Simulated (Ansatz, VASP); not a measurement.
# SnSe: VASP beside Ansatz

```
Sn Se
1.0
     4.03265    0.00000    0.00000
     0.00000    4.03265    0.00000
     0.00000    0.00000   12.41116
Sn Se
2 2
Direct
  0.50000 0.00000 0.37223
  0.00000 0.50000 0.62777
  0.50000 0.00000 0.61604
  0.00000 0.50000 0.38396
```

Alike in both runs: task single point; functional PBE; dispersion D3(BJ); k mesh 8 × 8 × 4; occupations gaussian, width 0.05 eV; no spin polarisation.

|  | VASP | Ansatz |
| --- | --- | --- |
| version | VASP 6.6.1 | Ansatz 0.2.0 |
| potentials or method | VASP PAW PBE potentials, release 64 (Sn_d, Se) | scalar-relativistic, plane waves, PAW |
| plane-wave cutoff (eV) | 520 | 420 |
| valence electrons in the cell | 40 | 60 |

|  | VASP | Ansatz | Ansatz less VASP |
| --- | --- | --- | --- |
| gap on the k mesh at the Fermi level (eV) | 0.55 | 0.56 | +0.011 |
| least direct gap on the mesh (eV) | 0.90 | 0.92 | +0.013 |
| rms of the force components (eV/Å) | 0.276 | 0.279 | +0.0029 |

Atom by atom the forces differ by 0.003 eV/Å (rms over components). The two sets of potentials don't hold the same shells in valence.

Caveats: spin-orbit coupling is left out, which moves the levels of the heavy elements.
